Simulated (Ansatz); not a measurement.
# FePt (Tetraferroplatinum) (P4/mmm) in Ansatz: single point with PBE

Aim: the single point of FePt (Tetraferroplatinum) with PBE.

Everything below comes from runs of Ansatz 0.2.0. Logs are shortened: lines on timing, memory, paths and dates and some standing lists are left out, and cuts for length are marked.

## Step 1: The structure

The structure is tetragonal, space group P4/mmm (No. 123). Conventional cell: a = 2.724 Å, b = 2.724 Å, c = 3.720 Å, α = 90.00°, β = 90.00°, γ = 90.00°. Pt (site symmetry 4/mmm) is surrounded by 8 Fe at 2.68 Å and 4 Pt at 2.72 Å. Fe (site symmetry 4/mmm) is surrounded by 8 Pt at 2.68 Å and 4 Fe at 2.72 Å.

## Step 2: Single point, PBE, collinear spin, ferromagnetic start

Input file input.yaml:

```yaml
crystal:
  lattice:
    - [2.7235, 0.0, 0.0]
    - [0.0, 2.7235, 0.0]
    - [0.0, 0.0, 3.72]
  atoms:
    - { symbol: Pt, position: [0.5, 0.5, 0.5] }
    - { symbol: Fe, position: [0.0, 0.0, 0.0], spin: 4.5 }
hamiltonian:
  xc: pbe
  pseudopotentials: { kind: paw }
magnetization:
  spin_polarized: true
kpoints:
  mp_grid: { grid: [10, 10, 7] }
scf:
  occupations: { method: fermi_dirac, width: 0.05 }
output:
  forces: true
  stress: true
  eigenvalues: true
```

Potentials or basis: Ansatz PAW.

Run with:

```bash
$ ansatz run input.yaml --threads 2 --pin off --max-ram 5120MiB --backend cpu --events-out ev --progress --plain --runs-dir out
```

Log:

```text
Warning: where an SCF of this run starts from atoms to list the orders of its open shells, Fe (site 1, from 0) starts with 4.00 μB on its 3d shell, in the place of the 4.50 μB that the deck gives it: its open shells can hold no more by Hund's first rule. To start from spheres of the given moment, type scf.initial_density.shell_occupations: []
Warning: RAYON_NUM_THREADS=2 ignored (pool sized by the plan → 2); use --threads N
Engine: ansatz 0.2.0, aarch64-unknown-linux-gnu
Pseudopotentials: kind: paw
Pseudopotential: Pt, paw, valence charge 18, recommended cutoff 420 eV (normal), Pt.paw.azcp
Pseudopotential: Fe, paw, valence charge 16, recommended cutoff 420 eV (normal), Fe.paw.azcp
Functional definition: PBE
  parameter kappa = 0.804
  parameter beta = 0.06672455060314922
  exchange = pbe_x(kappa = kappa, mu = beta*pi^2/3)
  correlation = pbe_c(beta = beta)
Crystal: 2 atoms, lattice volume = 27.593 Å³
Basis set: ecut = 420 eV, 545 PW (Γ), exchange–correlation on 40×40×50 points (8 copies of the dense FFT grid, shifted against one another)
Bands: 24, of which v1, the nominal top of the filled ones, is band 17 counted from 1 (16 counted from 0)
Symmetry: 16 space group operations
Space group: P4/mmm (ITA 123), of the structure as read, at distance tolerance 3.0e-5 Å
Magnetic group: BNS 123.339 (UNI 999), of the structure as read, at distance tolerance 3.0e-5 Å
k-points: 84 of 700
Non-local potential: Pt, projectors of the file, l = 0: 3, l = 1: 2, l = 2: 2, l = 3: 1
Non-local potential: Fe, projectors of the file, l = 0: 3, l = 1: 2, l = 2: 3, l = 3: 1
PAW form: soft (Blöchl's): semilocal exchange-correlation on the pseudo side does not see the compensation charge
PAW one-centre angular grid: Pt, 590 points (default); XC on 64 Gauss nodes
PAW one-centre angular grid: Fe, 590 points (default); XC on 64 Gauss nodes
Initial density: superposition of atomic densities (chi_scale 0.1, normalization cell)
Starting moments: Σ|m| = 4.5 μB on 1 of 2 sites
Initial wavefunctions: pseudopotential atomic-orbital guess
Functional: x = pbe(κ = 0.804, μ = 0.2195149727645171), c = pbe(β = 0.06672455060314922)
SCF iter   1: F=—  HF=-17004.296260 eV  |F-HF|=—  |Δ(HF+E_count)|=         —  Δρ=8.78e-2 (↑7.06e-2 ↓8.78e-2)  dr2=4.31e0  dr2_m=8.74e-1  M=3.114 μB ∫|m|=3.188 μB  β_m=0.30  ethr=3.10e-3  ⟨swp⟩=5.0  Hψ=15149  notcnv=0
Mixer restart at iter 1: flushing history
preconditioner: auto → none  [metal: Δε(μ)=0.004 eV  Ē_g=10.456 eV  σ=0.050 eV  W_gap=0.02  n_scr=6 (ndim 8)  ℏωp=30.0 eV  f_vac=0.000  D(μ)=2.10/eV (n_scr^D=28)  sad-step TF]
SCF iter   2: F=—  HF=-17003.963981 eV  |F-HF|=—  |Δ(HF+E_count)|=   3.32e-1  Δρ=5.43e-2 (↑3.93e-2 ↓5.43e-2)  dr2=1.48e0  dr2_m=3.14e-1  M=3.238 μB ∫|m|=3.326 μB  β_m=0.50  ethr=3.10e-3  ⟨swp⟩=2.0  Hψ=6267  notcnv=0  defer=231
SCF iter   3: F=—  HF=-17003.931147 eV  |F-HF|=—  |Δ(HF+E_count)|=   3.28e-2  Δρ=9.71e-3 (↑8.85e-3 ↓9.71e-3)  dr2=1.14e-2  dr2_m=1.58e-2  M=3.296 μB ∫|m|=3.432 μB  β_m=0.72  ethr=3.10e-3  ⟨swp⟩=2.1  Hψ=6386  notcnv=0  defer=233
SCF iter   4: F=—  HF=-17003.964500 eV  |F-HF|=—  |Δ(HF+E_count)|=         —  Δρ=5.17e-3 (↑3.01e-3 ↓5.17e-3)  dr2=1.82e-2  dr2_m=1.30e-3  M=3.269 μB ∫|m|=3.432 μB  β_m=0.72  ethr=3.35e-5  ⟨swp⟩=2.1  Hψ=8591  notcnv=0  defer=228
Mixer restart at iter 4: flushing history
SCF iter   5: F=—  HF=-17003.965245 eV  |F-HF|=—  |Δ(HF+E_count)|=   7.45e-4  Δρ=5.09e-3 (↑5.09e-3 ↓5.04e-3)  dr2=3.68e-2  dr2_m=1.27e-3  M=3.303 μB ∫|m|=3.470 μB  β_m=0.41  ethr=3.35e-5  ⟨swp⟩=2.1  Hψ=7858  notcnv=0  defer=228
SCF iter   6: F=—  HF=-17003.959643 eV  |F-HF|=—  |Δ(HF+E_count)|=   5.60e-3  Δρ=1.99e-3 (↑1.99e-3 ↓5.63e-4)  dr2=1.39e-3  dr2_m=2.11e-4  M=3.285 μB ∫|m|=3.453 μB  β_m=0.45  ethr=3.35e-5  ⟨swp⟩=2.1  Hψ=7189  notcnv=0  defer=229
SCF iter   7: F=—  HF=-17003.959354 eV  |F-HF|=—  |Δ(HF+E_count)|=   2.89e-4  Δρ=6.78e-4 (↑6.78e-4 ↓6.38e-4)  dr2=5.77e-5  dr2_m=9.13e-5  M=3.282 μB ∫|m|=3.451 μB  β_m=0.61  ethr=4.08e-6  ⟨swp⟩=2.2  Hψ=6152  notcnv=0  defer=229
SCF iter   8: F=—  HF=-17003.959463 eV  |F-HF|=—  |Δ(HF+E_count)|=   1.10e-4  Δρ=8.10e-5 (↑8.10e-5 ↓7.43e-5)  dr2=3.73e-6  dr2_m=4.70e-7  M=3.281 μB ∫|m|=3.453 μB  β_m=0.81  ethr=1.70e-7  ⟨swp⟩=2.0  Hψ=5774  notcnv=0  defer=229
SCF iter   9: F=—  HF=-17003.959464 eV  |F-HF|=—  |Δ(HF+E_count)|=   4.96e-7  Δρ=4.09e-5 (↑2.36e-5 ↓4.09e-5)  dr2=1.45e-6  dr2_m=5.39e-8  M=3.281 μB ∫|m|=3.453 μB  β_m=0.79  ethr=1.10e-8  ⟨swp⟩=2.0  Hψ=5455  notcnv=0  defer=229
SCF iter  10: F=—  HF=-17003.959464 eV  |F-HF|=—  |Δ(HF+E_count)|=   8.13e-8  Δρ=2.17e-5 (↑1.29e-5 ↓2.17e-5)  dr2=4.06e-7  dr2_m=1.20e-8  M=3.281 μB ∫|m|=3.453 μB  β_m=0.89  ethr=4.26e-9  ⟨swp⟩=1.0  Hψ=4036  notcnv=0  defer=229
SCF iter  11: F=—  HF=-17003.959464 eV  |F-HF|=—  |Δ(HF+E_count)|=   1.78e-8  Δρ=4.97e-6 (↑2.64e-6 ↓4.97e-6)  dr2=2.15e-8  dr2_m=1.16e-9  M=3.281 μB ∫|m|=3.453 μB  β_m=0.81  ethr=1.20e-9  ⟨swp⟩=1.7  Hψ=4565  notcnv=0  defer=229
SCF iter  12: F=-17003.959464 eV  HF=-17003.959464 eV  |F-HF|=1.83e-9  |Δ(HF+E_count)|=   1.21e-9  Δρ=1.63e-6 (↑7.54e-7 ↓1.63e-6)  dr2=1.91e-9  dr2_m=5.42e-11  M=3.281 μB ∫|m|=3.453 μB  ethr=6.31e-11  ⟨swp⟩=6.4  Hψ=14318  notcnv=0
SCF 1 converged in 12 iterations: F = -17003.959464 eV  dr2 = 1.91e-9
SCF converged after 12 iterations
Magnetization: 3.2811 μB (18.6405 up, 15.3595 down)
Absolute magnetization: 3.4539 μB (∫|ρ↑−ρ↓|, with the PAW one-centre terms)
Spin contamination: 0.0856 ħ² per cell (⟨S²⟩ above its minimum at these occupations)
Per-site moments (μB) at R_I (Å): [(0.3941189796058709, 1.1044163581761326), (2.9507075881667437, 1.1044163581761326)]
Free energy (F): -17003.959464 eV
Harris-Foulkes:  -17003.959464 eV  (|F-HF|=1.83e-9)
Internal energy: -17003.948327 eV  (E = F + TS)
E sigma→0 (E₀):  -17003.953895 eV
Entropy (-TS):   -0.011137 eV (-5.568 meV/atom)
Fermi energy:    20.591730 eV
--- Per-component energies (eV) ---
  E_band       = -367.383613
  E_kinetic    = 984.532952
  E_local      = -3648.095094  (includes V_loc(G=0)·N_el)
  E_nonlocal   = 421.833489
  E_hartree    = 1459.229339
  E_xc         = -379.166281
  E_vxc        = -453.949736  (∫ρ·V_xc dr)
  E_paw        = -10822.109337  (= ΣΔE_a)
  E_vpaw       = -590.166137  (= ΣTr[D̂ρ^β])
  E_aug_tail   = 0.001044  (compensation charges beyond the density's cutoff)
  E_ewald      = -5020.174440
  E_smearing   = -0.011137  (= −TS)
  E_closure    = 0.000000  (closes the sum)
  Σ components = -17003.959464   (vs F -17003.959464, Δ=0.00e0)
--- Forces (eV/Å), atoms counted from 1 ---
  atom   1  Pt     0.00000000     0.00000000     0.00000000
  atom   2  Fe    -0.00000000    -0.00000000     0.00000000
  max |Σ_I F_I| component: 1.97e-31 eV/Å
--- Stress (GPa, compression-positive) ---
        3.255792       0.000000       0.000000
        0.000000       3.255792       0.000000
        0.000000       0.000000       3.719570
  P = ⅓ Tr σ = 3.4104 GPa (34.104 kbar)
--- Band table (eV; the first three rows and the last of 168) ---
  k-point 0 ↑: bands = ["-78.1002", "-68.2806", "-34.4891", "-34.1947", "-34.1947", "-32.3122", "-32.2135", "-32.2135", "10.9257", "14.1797", "14.3673", "17.1129", "17.1129", "17.6442", "18.4431", "18.6398", "20.0420", "20.1832", "20.1832", "22.8047", "30.2956", "32.1659", "32.1659", "37.5858"]
  k-point 1 ↑: bands = ["-78.1001", "-68.2806", "-34.4871", "-34.1942", "-34.1942", "-32.3164", "-32.2140", "-32.2140", "11.1786", "14.2903", "14.4406", "17.2156", "17.2156", "17.5311", "18.4863", "18.5188", "19.9456", "19.9456", "19.9900", "21.6504", "31.7394", "32.6936", "32.6936", "37.0964"]
  k-point 2 ↑: bands = ["-78.1001", "-68.2806", "-34.4826", "-34.1930", "-34.1930", "-32.3259", "-32.2152", "-32.2152", "11.8660", "14.5558", "14.6262", "17.2572", "17.5203", "17.5203", "18.2107", "18.5960", "19.3602", "19.3602", "19.6015", "19.8606", "34.1195", "34.1195", "34.4507", "36.5237"]
  k-point 83 ↓: bands = ["-77.8200", "-64.8710", "-32.1857", "-32.1857", "-31.9659", "-31.0458", "-31.0205", "-31.0205", "14.6079", "15.8587", "15.8587", "18.0942", "19.2734", "19.2734", "19.5764", "21.4365", "21.5142", "22.3391", "27.6429", "27.6429", "29.0727", "29.4142", "29.9603", "29.9603"]
```

Wall time 4.7 s (2 threads of Arm Neoverse V2, shared host); peak memory 0.38 GiB.

What came out:

| Quantity | Value |
| --- | --- |
| Free energy | -17003.9595 eV |
| Pressure | 3.4 GPa |
| Band gap on the k mesh | none (metal or under the smearing width) |
| Net moment | 3.28 μB per cell |
| Absolute moment | 3.45 μB per cell |
| Site moments | Pt +0.39; Fe +2.95 μB |

Stress tensor (GPa, compression positive):
```
3.26 0.00 0.00
0.00 3.26 0.00
0.00 0.00 3.72
```
